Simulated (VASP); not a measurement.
# SrO (P6_3/mmc) in VASP: reference runs

How does SrO come out in PBE? The cell is run as given and disturbed.

Everything below comes from runs of VASP 6.6.1. Logs are shortened: lines on timing, memory, paths and dates and some standing lists are left out, and cuts for length are marked.

### Step 1. Starting point

It takes space group P6_3/mmc (No. 194, hexagonal). The conventional cell has a = 3.553 Å, b = 3.553 Å, c = 6.217 Å, α = 90.00°, β = 90.00°, γ = 120.00°. Sr (site symmetry -6m2) has 6 O at 2.57 Å as nearest neighbours. Around O (site symmetry -3m) lie 6 Sr at 2.57 Å.

Measurements of this composition are mostly on another form, of space group No. 225.

### Step 2. Single point, PBE

The input, INCAR:

```
PREC     = Accurate       # precision mode
ENCUT    = 520            # plane-wave cutoff, eV
EDIFF    = 1E-7           # SCF threshold, eV
ISMEAR   = -1             # smearing method
SIGMA    = 0.05           # smearing width, eV
LREAL    = F              # projectors in reciprocal space
LASPH    = T              # aspherical terms in the spheres
NELM     = 80             # most SCF steps
ALGO     = Normal         # electronic algorithm
ISIF     = 2              # what is computed and relaxed
LWAVE    = F              # write WAVECAR
LCHARG   = F              # write CHGCAR
GGA      = PE             # functional
NBANDS   = 24             # bands
```

The input, KPOINTS:

```
Automatic mesh
0
Gamma
  9 9 5
```

The input, POSCAR:

```
SrO
1.0
    3.5532880902      0.0000000000      0.0000000000
   -1.7766440451      3.0772377531      0.0000000000
    0.0000000000      0.0000000000      6.2173039800
Sr O
2 2
Direct
    0.6666666667      0.3333333333      0.7500000000
    0.3333333333      0.6666666667      0.2500000000
    0.0000000000      0.0000000000      0.5000000000
    0.0000000000      0.0000000000      0.0000000000
```

Potentials or basis: VASP PAW PBE potentials, release 64 (Sr_sv, O).

Command:

```bash
> cat potpaw_PBE.64/Sr_sv/POTCAR potpaw_PBE.64/O/POTCAR > POTCAR
> mpirun -np 1 vasp_std > vasp.out
```

OUTCAR:

```text
PREC = Accurate
   ENCUT = 520
   EDIFF = 1E-7
   ISMEAR = -1
   LREAL = F
   LASPH = T
   NELM = 80
   ISIF = 2
   GGA = PE

 ion  position               nearest neighbor table
   1  0.667  0.333  0.750-   3 2.57   4 2.57   3 2.57   4 2.57   3 2.57   4 2.57   2 3.72   2 3.72
                             2 3.72   2 3.72   2 3.72   2 3.72
   2  0.333  0.667  0.250-   3 2.57   4 2.57   3 2.57   4 2.57   3 2.57   4 2.57   1 3.72   1 3.72
                             1 3.72   1 3.72   1 3.72   1 3.72
   3  0.000  0.000  0.500-   1 2.57   2 2.57   1 2.57   2 2.57   1 2.57   2 2.57
   4  0.000  0.000  0.000-   1 2.57   2 2.57   1 2.57   2 2.57   1 2.57   2 2.57

  LATTYP: Found a hexagonal cell.
 ALAT       =     3.5532880902
 C/A-ratio  =     1.7497325919

  Lattice vectors:

 A1 = (   3.5532880902,   0.0000000000,   0.0000000000)
 A2 = (  -1.7766440451,   3.0772377531,   0.0000000000)
 A3 = (   0.0000000000,   0.0000000000,   6.2173039800)

Analysis of symmetry for initial positions (statically):
=====================================================================
 Subroutine PRICEL returns:
 Original cell was already a primitive cell.

 Routine SETGRP: Setting up the symmetry group for a
 hexagonal supercell.

 Subroutine GETGRP returns: Found 24 space group operations
 (whereof 12 operations were pure point group operations)
 out of a pool of 24 trial point group operations.

The static configuration has the point symmetry D_3d.
 The point group associated with its full space group is D_6h.

Analysis of symmetry for dynamics (positions and initial velocities):
=====================================================================
 Subroutine PRICEL returns:
 Original cell was already a primitive cell.

 Routine SETGRP: Setting up the symmetry group for a
 hexagonal supercell.

 Subroutine GETGRP returns: Found 24 space group operations
 (whereof 12 operations were pure point group operations)
 out of a pool of 24 trial point group operations.

The dynamic configuration has the point symmetry D_3d.
 The point group associated with its full space group is D_6h.

 Subroutine INISYM returns: Found 24 space group operations
 (whereof 12 operations are pure point group operations),
 and found     1 'primitive' translations

----------------------------------------------------------------------------------------

                                     Primitive cell

  volume of cell :      67.9819

  direct lattice vectors                    reciprocal lattice vectors
     3.553288090  0.000000000  0.000000000     0.281429475  0.162483383  0.000000000
    -1.776644045  3.077237753  0.000000000     0.000000000  0.324966766  0.000000000
     0.000000000  0.000000000  6.217303980     0.000000000  0.000000000  0.160841420

  length of vectors
     3.553288090  3.553288090  6.217303980     0.324966766  0.324966766  0.160841420

  position of ions in fractional coordinates (direct lattice)
     0.666666667  0.333333333  0.750000000
     0.333333333  0.666666667  0.250000000
     0.000000000  0.000000000  0.500000000
     0.000000000  0.000000000  0.000000000

  ion indices of the primitive-cell ions
   primitive index   ion index
                 1           1
                 2           2
                 3           3
                 4           4

----------------------------------------------------------------------------------------

 KPOINTS: Automatic mesh

Automatic generation of k-mesh.
 Grid dimensions read from file:
 generate k-points for:    9    9    5

 Generating k-lattice:

  Cartesian coordinates                     Fractional coordinates (reciprocal lattice)
     0.031269942  0.018053709  0.000000000     0.111111111 -0.000000000  0.000000000
     0.000000000  0.036107418  0.000000000     0.000000000  0.111111111  0.000000000
     0.000000000  0.000000000  0.032168284     0.000000000  0.000000000  0.200000000

  Length of vectors
     0.036107418  0.036107418  0.032168284

  Shift w.r.t. Gamma in fractional coordinates (k-lattice)
     0.000000000  0.000000000  0.000000000

 Subroutine IBZKPT returns following result:
 ===========================================

 Found     36 irreducible k-points:

 Following reciprocal coordinates:
            Coordinates               Weight
  0.000000  0.000000  0.000000      1.000000
  0.111111 -0.000000  0.000000      6.000000
  0.222222  0.000000  0.000000      6.000000
  0.333333  0.000000  0.000000      6.000000
  0.444444  0.000000  0.000000      6.000000
  0.111111  0.111111  0.000000      6.000000
[... 16 lines left out ...]
  0.333333  0.222222  0.200000     24.000000
  0.333333  0.333333  0.200000      4.000000
 [... further k-points ...]
   k-points           NKPTS =     36   k-points in BZ     NKDIM =     36   number of bands    NBANDS=     24
   number of dos      NEDOS =    301   number of ions     NIONS =      4
   total plane-waves  NPLWV =  37632
   dimension x,y,z NGX =    28 NGY =   28 NGZ =   48
   dimension x,y,z NGXF=    56 NGYF=   56 NGZF=   96
   ions per type =               2   2
   NGX,Y,Z   is equivalent  to a cutoff of  13.10, 13.10, 12.83 a.u.
   NGXF,Y,Z  is equivalent  to a cutoff of  26.20, 26.20, 25.67 a.u.
 SYSTEM =  unknown system
   PREC   = accura    normal or accurate (medium, high low for compatibility)
   ISTART =      0    job   : 0-new  1-cont  2-samecut
   ICHARG =      2    charge: 1-file 2-atom 10-const
   ISPIN  =      1    spin polarized calculation?
   LNONCOLLINEAR =      F non collinear calculations
   LSORBIT =      F    spin-orbit coupling
   LASPH  =      T    aspherical Exc in radial PAW
   ENCUT  =  520.0 eV  38.22 Ry    6.18 a.u.   6.61  6.61 11.56*2*pi/ulx,y,z
   NELM   =     80;   NELMIN=  2; NELMDL= -5     # of ELM steps
   EDIFF  = 0.1E-06   stopping-criterion for ELM
   LREAL  =      F    real-space projection
   EDIFFG = 0.1E-05   stopping-criterion for IOM
   NSW    =      0    number of steps for IOM
   IBRION =     -1    ionic relax: 0-MD 1-quasi-New 2-CG
   NFREE  =      0    steps in history (QN), initial steepest desc. (CG)
   ISIF   =      2    stress and relaxation
   ISYM   =      2    0-nonsym 1-usesym 2-fastsym
   POTIM  = 0.5000    time-step for ionic-motion
   TEBEG  =    0.0;   TEEND  =   0.0 temperature during run
   PSTRESS=    0.0 pullay stress
   NELECT =      32.0000    total number of electrons
   NUPDOWN=      -1.0000    fix difference up-down
   EMIN   =  10.00;   EMAX   =-10.00  energy-range for DOS
   EFERMI =   0.00;   METHOD = LEGACY
   ISMEAR =    -1;   SIGMA  =   0.05  broadening in eV -4-tet -1-fermi 0-gaus
   EFERMI_NEDOS =   21; number of points for ismear=-14 and -15
   IALGO  =     38    algorithm
   IMIX   =      4    mixing-type and parameters
     AMIX     =   0.40;   BMIX     =  1.00
     AMIX_MAG =   1.60;   BMIX_MAG =  1.00
  volume/ion in A,a.u.               =      17.00       114.69
  Fermi-wavevector in a.u.,A,eV,Ry     =   1.273484  2.406537 22.065419  1.621763
  Thomas-Fermi vector in A             =   2.406305
   LORBIT       =      0    0 simple, 1 ext, 2 COOP (PROOUT), +10 PAW based schemes
   GGA     = PE    functional components
   LHFCALC =     F    Hartree Fock is set to
   AEXX    =    0.0000 exact exchange contribution
   IVDW    =     0    specifies the selected vdW correction
   LEPSILON=     F    determine dielectric tensor
   LRPA    =     F    only Hartree local field effects (RPA)
 non-spin polarized calculation
  energy-cutoff  :      520.00
  volume of cell :       67.98
 maximum number of plane-waves:      1871
 NGX is ok and might be reduce to    28
   NGX = 13   NGY = 13   NGZ = 23

 number of electron      32.0000014 magnetization

 Free energy of the ion-electron system (eV)
  ---------------------------------------------------
  ext. energy  EPLUGINS =         0.00000000
  ---------------------------------------------------
  free energy    TOTEN  =       -23.73776891 eV

  energy without entropy =      -23.73776891  energy(sigma->0) =      -23.73776891

 E-fermi :   3.2022     XC(G=0): -10.0208

 val. band max:        2.2071036606   @ k =   0.0000   0.0000   0.0000
 cond. band min:       5.2869573835   @ k =   0.0000   0.0000   0.0000
 fundamental gap:      3.0798537229
 Fermi energy:         3.2021833441

 k-point     1 :       0.0000    0.0000    0.0000
  band No.  band energies     occupation
      1     -30.7795      2.00000
      2     -30.6719      2.00000
      3     -14.8926      2.00000
      4     -13.3459      2.00000
      5     -12.4528      2.00000
      6     -12.4528      2.00000
[... 16 lines left out ...]
     23       9.5574      0.00000
     24      10.4256      0.00000

 k-point     2 :       0.1111   -0.0000    0.0000
  band No.  band energies     occupation
      1     -30.7634      2.00000
      2     -30.6621      2.00000
      3     -14.7971      2.00000
      4     -13.6362      2.00000
      5     -12.5657      2.00000
      6     -12.4966      2.00000
[... 16 lines left out ...]
     23       9.7645      0.00000
     24      10.1274      0.00000

 k-point     3 :       0.2222    0.0000    0.0000
  band No.  band energies     occupation
      1     -30.7218      2.00000
      2     -30.6377      2.00000
      3     -14.5204      2.00000
      4     -14.1275      2.00000
      5     -12.8311      2.00000
      6     -12.5880      2.00000
[... 16 lines left out ...]
     23      10.1662      0.00000
     24      10.2957      0.00000

 k-point     4 :       0.3333    0.0000    0.0000
  band No.  band energies     occupation
      1     -30.6714      2.00000
      2     -30.6123      2.00000
      3     -14.5447      2.00000
      4     -14.0982      2.00000
      5     -13.1141      2.00000
      6     -12.6807      2.00000
[... 16 lines left out ...]
     23      10.9066      0.00000
     24      10.9480      0.00000

 k-point     5 :       0.4444    0.0000    0.0000
  band No.  band energies     occupation
      1     -30.6342      2.00000
      2     -30.5994      2.00000
      3     -14.7790      2.00000
      4     -13.6362      2.00000
      5     -13.2896      2.00000
      6     -12.7773      2.00000
[... 16 lines left out ...]
     23      11.5362      0.00000
     24      12.0183      0.00000

 k-point     6 :       0.1111    0.1111    0.0000
  band No.  band energies     occupation
      1     -30.7346      2.00000
      2     -30.6450      2.00000
      3     -14.6107      2.00000
      4     -13.9921      2.00000
      5     -12.7667      2.00000
      6     -12.5294      2.00000
[... 16 lines left out ...]
     23       9.8782      0.00000
     24      10.0552      0.00000
[... 379 lines left out ...]
 k-point    21 :       0.4444    0.1111    0.2000
  band No.  band energies     occupation
      1     -30.6209      2.00000
      2     -30.5994      2.00000
      3     -14.7418      2.00000
      4     -13.8576      2.00000
      5     -12.8963      2.00000
      6     -12.8836      2.00000
[... 16 lines left out ...]
     23      11.4456      0.00000
     24      11.7243      0.00000

 k-point    22 :       0.2222    0.2222    0.2000
  band No.  band energies     occupation
      1     -30.6436      2.00000
      2     -30.6066      2.00000
      3     -14.5915      2.00000
      4     -13.9950      2.00000
      5     -13.0101      2.00000
      6     -12.8366      2.00000
[... 16 lines left out ...]
     23      11.1484      0.00000
     24      11.3519      0.00000

 k-point    23 :       0.3333    0.2222    0.2000
  band No.  band energies     occupation
      1     -30.6148      2.00000
      2     -30.5969      2.00000
      3     -14.7065      2.00000
      4     -13.7629      2.00000
      5     -13.0209      2.00000
      6     -12.9638      2.00000
[... 16 lines left out ...]
     23      11.3750      0.00000
     24      11.8027      0.00000

 k-point    24 :       0.3333    0.3333    0.2000
  band No.  band energies     occupation
      1     -30.5992      2.00000
      2     -30.5992      2.00000
      3     -14.7177      2.00000
      4     -13.6219      2.00000
      5     -13.1155      2.00000
      6     -13.1155      2.00000
[... 16 lines left out ...]
     23      11.7357      0.00000
     24      11.7357      0.00000

 [... further k-points ...]

------------------------ aborting loop because EDIFF is reached ----------------------------------------

  FORCE on cell =-STRESS in cart. coord.  units (eV):
  Direction    XX          YY          ZZ          XY          YZ          ZX
  --------------------------------------------------------------------------------------
  -------------------------------------------------------------------------------------
  Total        0.8869055      0.8869055      0.7869370      0.0000000     -0.0000000      0.0000000
  in kB       20.9023140     20.9023140     18.5462872      0.0000000     -0.0000000      0.0000000
  external PRESSURE =      20.1169717 kB  Pullay stress =       0.0000000 kB

 VOLUME and BASIS-vectors are now :
 -----------------------------------------------------------------------------
  energy-cutoff  :      520.00
  volume of cell :       67.98
      direct lattice vectors                 reciprocal lattice vectors
     3.553288090  0.000000000  0.000000000     0.281429475  0.162483383  0.000000000
    -1.776644045  3.077237753  0.000000000     0.000000000  0.324966766  0.000000000
     0.000000000  0.000000000  6.217303980     0.000000000  0.000000000  0.160841420

 POSITION                                       TOTAL-FORCE (eV/Angst)
 -----------------------------------------------------------------------------------
      1.77664      1.02575      4.66298         0.000000     -0.000000      0.000000
     -0.00000      2.05149      1.55433        -0.000000      0.000000      0.000000
      0.00000      0.00000      3.10865        -0.000000      0.000000      0.000000
      0.00000      0.00000      0.00000         0.000000      0.000000      0.000000
 -----------------------------------------------------------------------------------
    total drift:                               -0.000000      0.000000     -0.000000

  FREE ENERGIE OF THE ION-ELECTRON SYSTEM (eV)
  ---------------------------------------------------
  free  energy   TOTEN  =       -23.7377689056 eV

  energy  without entropy=      -23.7377689056  energy(sigma->0) =      -23.73776891
```

Run time: 36 s. Hardware: 1 thread of AMD EPYC 9R45 (Zen 5), shared host; peak memory 0.18 GiB.

Results:

* Free energy: -23.7378 eV
* Pressure: 2.0 GPa
* Band gap on the k mesh: 3.08 eV, direct

Levels at points of the mesh, in eV from the valence-band top:
| k point | band 13 | band 14 | band 15 | band 16 | band 17 | band 18 | band 19 | band 20 |
| --- | --- | --- | --- | --- | --- | --- | --- | --- |
| (0.00, 0.00, 0.00) | -1.03 | -0.78 | -0.78 | 0.00 | 3.08 | 5.02 | 5.12 | 6.17 |

Caveat: an odd mesh through Γ misses points on the zone boundary, where band edges often lie.

### Step 3. Single point, PBE (atoms moved at random, drawn with an rms of 0.05 Å)

The input, INCAR:

```
PREC = Accurate
ENCUT = 520
EDIFF = 1E-7
ISMEAR = -1
SIGMA = 0.05
LREAL = F
LASPH = T
NELM = 80
ALGO = Normal
ISIF = 2
LWAVE = F
LCHARG = T
GGA = PE
LELF = T
LVHAR = T
NBANDS = 24
```

KPOINTS is that of step 2.

The input, POSCAR:

```
SrO
1.0
    3.5532880902      0.0000000000      0.0000000000
   -1.7766440451      3.0772377531      0.0000000000
    0.0000000000      0.0000000000      6.2173039800
Sr O
2 2
Direct
    0.6688750000      0.3390110000      0.7433660000
    0.3336320000      0.6609980000      0.2579820000
    0.0048470000      0.0154180000      0.5048640000
    0.0103470000      0.0008710000     -0.0039530000
```

Potentials or basis: VASP PAW PBE potentials, release 64 (Sr_sv, O).

Command:

```bash
> cat potpaw_PBE.64/Sr_sv/POTCAR potpaw_PBE.64/O/POTCAR > POTCAR
> mpirun -np 1 vasp_std > vasp.out
```

Run time: 3.2 min. Hardware: 1 thread of AMD EPYC 9R45 (Zen 5), shared host; peak memory 0.37 GiB.

Results (log left out):

| Item | Value |
| --- | --- |
| Free energy | -23.6850 eV |
| Pressure | 2.2 GPa |
| Largest force | 0.828 eV/Å |
| Band gap on the k mesh | 3.03 eV, indirect (least direct gap 3.06 eV) |

Forces on the atoms (eV/Å):
```
Sr   0.042  0.023  0.826
Sr  -0.010  0.162 -0.808
O    0.026 -0.160 -0.356
O   -0.058 -0.025  0.338
```

Stress tensor (GPa, compression positive):
```
 2.40  0.02 -0.03
 0.02  2.37 -0.10
-0.03 -0.10  1.96
```

Levels at points of the mesh, in eV from the valence-band top:
```
           k point  band 14  band 15  band 16  band 17  band 18  band 19
(0.00, 0.00, 0.00)    -0.61    -0.58     0.00     3.06     4.90     5.22
```

Caveat: an odd mesh through Γ misses points on the zone boundary, where band edges often lie.
